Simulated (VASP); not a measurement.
# Cu3N (Pm-3m) in VASP: further runs

One crystal, Cu3N, is run at these levels: LDA, PBEsol, PBE; tasks: relaxation of cell and atoms.

Everything below comes from runs of VASP 6.6.1. Logs are shortened: lines on timing, memory, paths and dates and some standing lists are left out, and cuts for length are marked.

## (1) Starting point

The structure is cubic, space group Pm-3m (No. 221). Conventional cell: a = 3.728 Å, b = 3.728 Å, c = 3.728 Å, α = 90.00°, β = 90.00°, γ = 90.00°. Cu (site symmetry 4/mmm) is surrounded by 2 N at 1.86 Å. Around N (site symmetry m-3m) lie 6 Cu at 1.86 Å.

## (2) Relaxation of cell and atoms, LDA

Contents of INCAR:

```
PREC = Accurate
ENCUT = 600
EDIFF = 1E-7
ISMEAR = 1
SIGMA = 0.1
LREAL = F
LASPH = T
NELM = 80
ALGO = Normal
ISIF = 3
LWAVE = F
LCHARG = F
GGA = CA
IBRION = 2
NSW = 90
EDIFFG = -0.005
```

Contents of KPOINTS:

```
regular mesh
0
Gamma
  10 10 10
```

Contents of POSCAR:

```
Cu3N                                    
1.0
    3.7281581009     -0.0000000000      0.0000000000
   -0.0000000000      3.7281581009     -0.0000000000
   -0.0000000000     -0.0000000000      3.7281581009
  Cu              N             
     3     1
Direct
     0.5000000000000000    0.0000000000000000    0.0000000000000000
     0.0000000000000000    0.5000000000000000    0.0000000000000000
     0.0000000000000000    0.0000000000000000    0.5000000000000000
     0.0000000000000000    0.0000000000000000    0.0000000000000000
```

Potentials or basis: VASP PAW LDA potentials, release 64 (Cu, N).

The run is started by

```
$ cat potpaw_LDA.64/Cu/POTCAR potpaw_LDA.64/N/POTCAR > POTCAR
$ mpirun -np 1 vasp_std > vasp.out
```

OUTCAR:

```text
PREC = Accurate
   ENCUT = 600
   EDIFF = 1E-7
   ISMEAR = 1
   LREAL = F
   LASPH = T
   NELM = 80
   ISIF = 3
   GGA = CA
   IBRION = 2
   NSW = 90
   EDIFFG = -0.005

 ion  position               nearest neighbor table
   1  0.500  0.000  0.000-   4 1.86   4 1.86   2 2.64   3 2.64   2 2.64   2 2.64   3 2.64   3 2.64
                             3 2.64   2 2.64
   2  0.000  0.500  0.000-   4 1.86   4 1.86   1 2.64   3 2.64   1 2.64   3 2.64   3 2.64   3 2.64
                             1 2.64   1 2.64
   3  0.000  0.000  0.500-   4 1.86   4 1.86   1 2.64   1 2.64   2 2.64   2 2.64   2 2.64   2 2.64
                             1 2.64   1 2.64
   4  0.000  0.000  0.000-   1 1.86   2 1.86   3 1.86   3 1.86   2 1.86   1 1.86

  LATTYP: Found a simple cubic cell.
 ALAT       =     3.7281581009

  Lattice vectors:

 A1 = (   3.7281581009,   0.0000000000,   0.0000000000)
 A2 = (   0.0000000000,   3.7281581009,   0.0000000000)
 A3 = (   0.0000000000,   0.0000000000,   3.7281581009)

Analysis of symmetry for initial positions (statically):
=====================================================================
 Subroutine PRICEL returns:
 Original cell was already a primitive cell.

 Routine SETGRP: Setting up the symmetry group for a
 simple cubic supercell.

 Subroutine GETGRP returns: Found 48 space group operations
 (whereof 48 operations were pure point group operations)
 out of a pool of 48 trial point group operations.

The static configuration has the point symmetry O_h .

Analysis of symmetry for dynamics (positions and initial velocities):
=====================================================================
 Subroutine PRICEL returns:
 Original cell was already a primitive cell.

 Routine SETGRP: Setting up the symmetry group for a
 simple cubic supercell.

 Subroutine GETGRP returns: Found 48 space group operations
 (whereof 48 operations were pure point group operations)
 out of a pool of 48 trial point group operations.

The dynamic configuration has the point symmetry O_h .

 Subroutine INISYM returns: Found 48 space group operations
 (whereof 48 operations are pure point group operations),
 and found     1 'primitive' translations

----------------------------------------------------------------------------------------

                                     Primitive cell

  volume of cell :      51.8183

[... 89 lines left out ...]
   LASPH  =      T    aspherical Exc in radial PAW
   ENCUT  =  600.0 eV  44.10 Ry    6.64 a.u.   7.45  7.45  7.45*2*pi/ulx,y,z
   NELM   =     80;   NELMIN=  2; NELMDL= -5     # of ELM steps
   EDIFF  = 0.1E-06   stopping-criterion for ELM
   LREAL  =      F    real-space projection
   EDIFFG = -.5E-02   stopping-criterion for IOM
   NSW    =     90    number of steps for IOM
   IBRION =      2    ionic relax: 0-MD 1-quasi-New 2-CG
   NFREE  =      1    steps in history (QN), initial steepest desc. (CG)
   ISIF   =      3    stress and relaxation
   ISYM   =      2    0-nonsym 1-usesym 2-fastsym
   POTIM  = 0.5000    time-step for ionic-motion
   TEBEG  =    0.0;   TEEND  =   0.0 temperature during run
   PSTRESS=    0.0 pullay stress
   NELECT =      38.0000    total number of electrons
   NUPDOWN=      -1.0000    fix difference up-down
   EMIN   =  10.00;   EMAX   =-10.00  energy-range for DOS
   EFERMI =   0.00;   METHOD = LEGACY
   ISMEAR =     1;   SIGMA  =   0.10  broadening in eV -4-tet -1-fermi 0-gaus
   EFERMI_NEDOS =   21; number of points for ismear=-14 and -15
   IALGO  =     38    algorithm
   IMIX   =      4    mixing-type and parameters
     AMIX     =   0.40;   BMIX     =  1.00
     AMIX_MAG =   1.60;   BMIX_MAG =  1.00
  volume/ion in A,a.u.               =      12.95        87.42
  Fermi-wavevector in a.u.,A,eV,Ry     =   1.476301  2.789805 29.653434  2.179466
  Thomas-Fermi vector in A             =   2.590845
   LORBIT       =      0    0 simple, 1 ext, 2 COOP (PROOUT), +10 PAW based schemes
   GGA     = CA    functional components
   LHFCALC =     F    Hartree Fock is set to
   AEXX    =    0.0000 exact exchange contribution
   IVDW    =     0    specifies the selected vdW correction
   LEPSILON=     F    determine dielectric tensor
   LRPA    =     F    only Hartree local field effects (RPA)
 conjugate gradient relaxation of ions
 non-spin polarized calculation
 Methfessel and Paxton  Order N= 1 SIGMA  =   0.10
  energy-cutoff  :      600.00
  volume of cell :       51.82
 maximum number of plane-waves:      1763
 NGX is ok and might be reduce to    30
   NGX = 15   NGY = 15   NGZ = 15

 number of electron      38.0000067 magnetization

 Free energy of the ion-electron system (eV)
  ---------------------------------------------------
  ext. energy  EPLUGINS =         0.00000000
  ---------------------------------------------------
  free energy    TOTEN  =       -22.17126316 eV

  energy without entropy =      -22.17106670  energy(sigma->0) =      -22.17119768

 E-fermi :   5.4020     XC(G=0): -11.5331

 val. band max:        5.4013760729   @ k =   0.5000   0.5000   0.5000
 cond. band min:       5.4398187471   @ k =   0.5000   0.5000   0.1000
 fundamental gap:      0.0384426743
 Fermi energy:         5.4020412355

 k-point     1 :       0.0000    0.0000    0.0000
  band No.  band energies     occupation
      1     -11.8695      2.00000
      2      -0.3155      2.00000
      3       0.2293      2.00000
      4       0.2293      2.00000
      5       0.2293      2.00000
      6       1.0968      2.00000
[... 613 lines left out ...]
     22      10.5470      0.00000
     23      11.9920      0.00000

 [... further k-points ...]
[... 5 lines left out ...]
  --------------------------------------------------------------------------------------
  -------------------------------------------------------------------------------------
  Total       -0.0073769     -0.0073769     -0.0073769      0.0000000      0.0000000      0.0000000
  in kB       -0.2280869     -0.2280869     -0.2280869      0.0000000      0.0000000      0.0000000
  external PRESSURE =      -0.2280869 kB  Pullay stress =       0.0000000 kB

 VOLUME and BASIS-vectors are now :
 -----------------------------------------------------------------------------
  energy-cutoff  :      600.00
  volume of cell :       51.82
      direct lattice vectors                 reciprocal lattice vectors
     3.728158101  0.000000000  0.000000000     0.268228968  0.000000000  0.000000000
     0.000000000  3.728158101  0.000000000     0.000000000  0.268228968  0.000000000
     0.000000000  0.000000000  3.728158101     0.000000000  0.000000000  0.268228968

 POSITION                                       TOTAL-FORCE (eV/Angst)
 -----------------------------------------------------------------------------------
      1.86408      0.00000      0.00000         0.000000      0.000000      0.000000
      0.00000      1.86408      0.00000         0.000000      0.000000      0.000000
      0.00000      0.00000      1.86408         0.000000      0.000000      0.000000
      0.00000      0.00000      0.00000         0.000000      0.000000      0.000000
 -----------------------------------------------------------------------------------
    total drift:                                0.000000      0.000000      0.000000

  FREE ENERGIE OF THE ION-ELECTRON SYSTEM (eV)
  ---------------------------------------------------
  free  energy   TOTEN  =       -22.1712631650 eV

  energy  without entropy=      -22.1710667024  energy(sigma->0) =      -22.17119768

 reached required accuracy - stopping structural energy minimisation
```

OSZICAR:

```text
N       E                     dE             d eps       ncg     rms          rms(c)
DAV:   1     0.303901746767E+03    0.30390E+03   -0.19627E+04  2584   0.302E+03
DAV:   2     0.111770209974E+02   -0.29272E+03   -0.28537E+03  2576   0.438E+02
DAV:   3    -0.257315048916E+02   -0.36909E+02   -0.35935E+02  3743   0.192E+02
DAV:   4    -0.270950938055E+02   -0.13636E+01   -0.13566E+01  3802   0.400E+01
DAV:   5    -0.271080569402E+02   -0.12963E-01   -0.12960E-01  3905   0.409E+00    0.162E+01
DAV:   6    -0.245516596466E+02    0.25564E+01   -0.53400E+01  3445   0.169E+02    0.993E+00
DAV:   7    -0.221902166479E+02    0.23614E+01   -0.11605E+01  3105   0.912E+01    0.269E+00
DAV:   8    -0.222113507633E+02   -0.21134E-01   -0.91596E-01  3649   0.804E+00    0.147E+00
DAV:   9    -0.221733164057E+02    0.38034E-01   -0.43042E-02  3683   0.349E+00    0.374E-01
DAV:  10    -0.221717761056E+02    0.15403E-02   -0.16189E-02  3708   0.235E+00    0.144E-01
DAV:  11    -0.221713410116E+02    0.43509E-03   -0.31523E-03  4216   0.864E-01    0.537E-02
DAV:  12    -0.221712636413E+02    0.77370E-04   -0.53439E-04  4496   0.267E-01    0.226E-02
DAV:  13    -0.221712633115E+02    0.32975E-06   -0.42444E-05  3665   0.944E-02    0.698E-03
DAV:  14    -0.221712632149E+02    0.96597E-07   -0.36814E-06  3866   0.195E-02    0.233E-03
DAV:  15    -0.221712631650E+02    0.49972E-07   -0.43712E-07  2681   0.134E-02
   1 F= -.22171263E+02 E0= -.22171198E+02  d E =-.221713E+02
```

CONTCAR:

```text
Cu3N
   1.00000000000000
     3.7281581009000000    0.0000000000000000    0.0000000000000000
     0.0000000000000000    3.7281581009000000    0.0000000000000000
     0.0000000000000000    0.0000000000000000    3.7281581009000000
  Cu              N
     3     1
Direct
     0.5000000000000000    0.0000000000000000    0.0000000000000000
     0.0000000000000000    0.5000000000000000    0.0000000000000000
     0.0000000000000000    0.0000000000000000    0.5000000000000000
     0.0000000000000000    0.0000000000000000    0.0000000000000000

  0.00000000E+00  0.00000000E+00  0.00000000E+00
  0.00000000E+00  0.00000000E+00  0.00000000E+00
  0.00000000E+00  0.00000000E+00  0.00000000E+00
  0.00000000E+00  0.00000000E+00  0.00000000E+00
```

It took 39 s on 1 thread of Intel Xeon 6975P-C (Granite Rapids), shared host; peak memory 0.19 GiB.

Results:

```
Free energy             : -22.1713 eV
Pressure after relaxing : 0.0 GPa
Band gap on the k mesh  : none (metal or under the smearing width)
```

Final structure:
```cif
data_structure
_symmetry_space_group_name_H-M 'P 1'
_symmetry_Int_Tables_number 1
_cell_length_a 3.7282
_cell_length_b 3.7282
_cell_length_c 3.7282
_cell_angle_alpha 90.000
_cell_angle_beta 90.000
_cell_angle_gamma 90.000
_cell_volume 51.82
loop_
_atom_site_label
_atom_site_type_symbol
_atom_site_fract_x
_atom_site_fract_y
_atom_site_fract_z
_atom_site_occupancy
Cu1 Cu 0.50000 0.00000 0.00000 1
Cu2 Cu 0.00000 0.50000 0.00000 1
Cu3 Cu 0.00000 0.00000 0.50000 1
N1 N 0.00000 0.00000 0.00000 1
```

Caveat: the relaxation stopped at its first step, so nothing moved; the run has no spin polarisation, though such a crystal can be magnetic.

## (3) Relaxation of cell and atoms, PBEsol

This run uses another cell than the first one, of 13.79 Å³/atom, 1.065 times its volume.

Contents of INCAR:

```
  ALGO = Normal
  EDIFF = 1E-6
  EDIFFG = -0.01
  ENCUT = 600
  GGA = PS
  IBRION = 2
  ISIF = 3
  ISMEAR = 1
  LASPH = T
  LCHARG = F
  LREAL = F
  LWAVE = F
  NELM = 80
  NSW = 90
  PREC = Accurate
  SIGMA = 0.1
```

Contents of KPOINTS:

```
k-points
0
Gamma
  10 10 10
```

Contents of POSCAR:

```
Cu3N
1.0
    3.8070000000      0.0000000000      0.0000000000
    0.0000000000      3.8070000000      0.0000000000
    0.0000000000      0.0000000000      3.8070000000
Cu N
3 1
Direct
    0.5000000000      0.0000000000      0.0000000000
    0.0000000000      0.5000000000      0.0000000000
    0.0000000000      0.0000000000      0.5000000000
    0.0000000000      0.0000000000      0.0000000000
```

Potentials or basis: VASP PAW PBE potentials, release 64 (Cu, N).

The run is started by

```
$ cat potpaw_PBE.64/Cu/POTCAR potpaw_PBE.64/N/POTCAR > POTCAR
$ mpirun -np 1 vasp_std > vasp.out
```

It took 4.1 min on 1 thread of Intel Xeon Platinum 8259CL at 2.50GHz (Skylake/Cascade Lake), shared host; peak memory 0.22 GiB.

It converged, with:

```yaml
Free_energy: -20.4420 eV
Relaxed_volume: 13.40 Å³/atom
Relaxed_cell: a = 3.771 Å, b = 3.771 Å, c = 3.771 Å, α = 90.00°, β = 90.00°, γ = 90.00°
Space_group_after_relaxing_to_0.05_Å: Pm-3m (No. 221)
Energy_gained_by_relaxing: 4.4 meV/atom
Ionic_steps: 3
Pressure_after_relaxing: 0.0 GPa
Band_gap_on_the_k_mesh: 0.05 eV, indirect (least direct gap 0.59 eV)
```

Step by step:
```tsv
step	energy change (eV)	largest force (eV/Å)	pressure (GPa)	volume (Å³)
1	0.0000	0.0000	-3.49	55.18
2	-0.0127	0.0000	1.98	52.81
3	-0.0178	0.0000	0.01	53.60
```

Final structure:
```xyz
4
Lattice="3.7705 0.0000 0.0000 0.0000 3.7705 0.0000 0.0000 0.0000 3.7705" Properties=species:S:1:pos:R:3 pbc="T T T"
Cu    1.8853    0.0000    0.0000
Cu    0.0000    1.8853    0.0000
Cu    0.0000    0.0000    1.8853
N     0.0000    0.0000    0.0000
```

Levels at points of the mesh, in eV from the valence-band top:
| k point | band 16 | band 17 | band 18 | band 19 | band 20 | band 21 | band 22 | band 23 |
| --- | --- | --- | --- | --- | --- | --- | --- | --- |
| (0.00, 0.00, 0.00) | -1.91 | -1.91 | -1.91 | -1.86 | 1.08 | 5.39 | 5.39 | 6.62 |
| (0.50, 0.00, 0.00) | -2.28 | -1.91 | -1.48 | -1.48 | 1.65 | 3.34 | 6.95 | 7.23 |
| (0.50, 0.50, 0.00) | -2.23 | -1.12 | -1.12 | -0.73 | 0.05 | 3.67 | 4.89 | 4.89 |
| (0.50, 0.50, 0.50) | -1.95 | 0.00 | 0.00 | 0.00 | 0.65 | 0.65 | 0.65 | 6.06 |

Caveat: the PAW data sets were made with another functional, which shifts forces and pressure a little. A k mesh can miss the band edges.

## (4) Relaxation of cell and atoms, PBEsol

This run uses another cell than the first one, of 13.40 Å³/atom, 1.034 times its volume.

INCAR: that of step 3 with these lines changed.

```diff
@@ -1,4 +1,4 @@
   ALGO = Normal
-  EDIFF = 1E-6
-  EDIFFG = -0.01
+  EDIFF = 1E-7
+  EDIFFG = -0.005
   ENCUT = 600
```

KPOINTS is that of step 3.

Contents of POSCAR:

```
Cu3N                                    
1.0
    3.7705031986      0.0000000000     -0.0000000000
   -0.0000000000      3.7705031986      0.0000000000
    0.0000000000      0.0000000000      3.7705031986
  Cu              N             
     3     1
Direct
     0.5000000000000000    0.0000000000000000    0.0000000000000000
     0.0000000000000000    0.5000000000000000    0.0000000000000000
     0.0000000000000000    0.0000000000000000    0.5000000000000000
     0.0000000000000000    0.0000000000000000    0.0000000000000000
```

The run is started by

```
$ cat potpaw_PBE.64/Cu/POTCAR potpaw_PBE.64/N/POTCAR > POTCAR
$ mpirun -np 1 vasp_std > vasp.out
```

Wall time 2 min (1 thread of Intel Xeon Platinum 8259CL at 2.50GHz (Skylake/Cascade Lake), shared host); peak memory 0.21 GiB.

It converged, with:

```
Free energy             : -20.4407 eV
Pressure after relaxing : 0.0 GPa
Band gap on the k mesh  : 0.05 eV, indirect (least direct gap 0.59 eV)
```

Final structure:
```
Cu N
1.0
     3.77050    0.00000    0.00000
     0.00000    3.77050    0.00000
     0.00000    0.00000    3.77050
Cu N
3 1
Direct
  0.50000 0.00000 0.00000
  0.00000 0.50000 0.00000
  0.00000 0.00000 0.50000
  0.00000 0.00000 0.00000
```

Levels at points of the mesh, in eV from the valence-band top:
| k point | band 16 | band 17 | band 18 | band 19 | band 20 | band 21 | band 22 | band 23 |
| --- | --- | --- | --- | --- | --- | --- | --- | --- |
| (0.00, 0.00, 0.00) | -1.91 | -1.91 | -1.91 | -1.86 | 1.08 | 5.39 | 5.39 | 6.62 |
| (0.50, 0.00, 0.00) | -2.28 | -1.91 | -1.48 | -1.48 | 1.65 | 3.34 | 6.95 | 7.23 |
| (0.50, 0.50, 0.00) | -2.23 | -1.12 | -1.12 | -0.73 | 0.05 | 3.67 | 4.89 | 4.89 |
| (0.50, 0.50, 0.50) | -1.95 | 0.00 | 0.00 | 0.00 | 0.65 | 0.65 | 0.65 | 6.06 |

Caveat: the relaxation stopped at its first step, so nothing moved; the PAW data sets were made with another functional, which shifts forces and pressure a little.

## (5) Relaxation of cell and atoms, PBE

This run uses another cell than the first one, of 13.79 Å³/atom, 1.065 times its volume.

Contents of INCAR:

```
ALGO = Normal
EDIFF = 1E-6
EDIFFG = -0.01
ENCUT = 600
GGA = PE
IBRION = 2
ISIF = 3
ISMEAR = 1
LASPH = True
LCHARG = False
LREAL = False
LWAVE = False
NELM = 80
NSW = 90
PREC = Accurate
SIGMA = 0.1
```

KPOINTS is that of step 4.

Contents of POSCAR:

```
Cu3N
1.0
    3.8070000000      0.0000000000      0.0000000000
    0.0000000000      3.8070000000      0.0000000000
    0.0000000000      0.0000000000      3.8070000000
Cu N
3 1
Direct
    0.5000000000      0.0000000000      0.0000000000
    0.0000000000      0.5000000000      0.0000000000
    0.0000000000      0.0000000000      0.5000000000
    0.0000000000      0.0000000000      0.0000000000
```

The run is started by

```
$ cat potpaw_PBE.64/Cu/POTCAR potpaw_PBE.64/N/POTCAR > POTCAR
$ mpirun -np 1 vasp_std > vasp.out
```

Run time: 77 s. Hardware: 1 thread of Intel Xeon 6975P-C (Granite Rapids), shared host; peak memory 0.22 GiB.

The run converged. Its results:

* Free energy: -18.3916 eV
* Relaxed volume: 14.08 Å³/atom
* Relaxed cell: a = 3.833 Å, b = 3.833 Å, c = 3.833 Å, α = 90.00°, β = 90.00°, γ = 90.00°
* Space group after relaxing (to 0.05 Å): Pm-3m (No. 221)
* Energy gained by relaxing: 2.2 meV/atom
* Ionic steps: 3
* Pressure after relaxing: 0.0 GPa
* Band gap on the k mesh: 0.26 eV, indirect (least direct gap 0.80 eV)

Step by step:
| step | energy change (eV) | largest force (eV/Å) | pressure (GPa) | volume (Å³) |
| --- | --- | --- | --- | --- |
| 1 | 0.0000 | 0.0000 | 2.55 | 55.18 |
| 2 | -0.0064 | 0.0000 | -1.19 | 56.95 |
| 3 | -0.0088 | 0.0000 | -0.04 | 56.32 |

Final structure:
```
CELL_PARAMETERS angstrom
3.83315 0.00000 0.00000
0.00000 3.83315 0.00000
0.00000 0.00000 3.83315
ATOMIC_POSITIONS crystal
Cu 0.50000 0.00000 0.00000
Cu 0.00000 0.50000 0.00000
Cu 0.00000 0.00000 0.50000
N 0.00000 0.00000 0.00000
```

Levels at points of the mesh, in eV from the valence-band top:
```csv
k point,band 15,band 16,band 17,band 18,band 19,band 20,band 21,band 22,band 23
"(0.00, 0.00, 0.00)",-2.29,-1.78,-1.78,-1.78,-1.74,0.96,5.23,5.23,6.59
"(0.50, 0.00, 0.00)",-2.28,-2.12,-1.78,-1.37,-1.37,1.53,3.32,6.68,7.18
"(0.50, 0.50, 0.00)",-2.34,-2.09,-1.04,-1.04,-0.66,0.26,3.51,4.80,4.80
"(0.50, 0.50, 0.50)",-1.82,-1.82,0.00,0.00,0.00,0.88,0.88,0.88,6.15
```

A k mesh can miss the band edges. Zero-point motion and thermal expansion aren't in these numbers.

## (6) Overview

```csv
level,potentials or basis,gap on the mesh (eV),pressure (GPa)
LDA,"VASP PAW LDA potentials, release 64 (Cu, N)",none,0.0
PBEsol,"VASP PAW PBE potentials, release 64 (Cu, N)",0.05,0.0
PBE,"VASP PAW PBE potentials, release 64 (Cu, N)",0.26,0.0
```

Alike in all rows: task relaxation of cell and atoms; no spin polarisation; cell relaxed; k mesh 10 × 10 × 10; cutoff (eV) 600; smearing methfessel-paxton 0.1 eV.

Caveats: the relaxation stopped at its first step, so nothing moved (some runs); the run has no spin polarisation, though such a crystal can be magnetic (some runs); the PAW data sets were made with another functional, which shifts forces and pressure a little (some runs).

Total energies depend on the potentials used, so only differences within one code and one set of settings carry meaning.
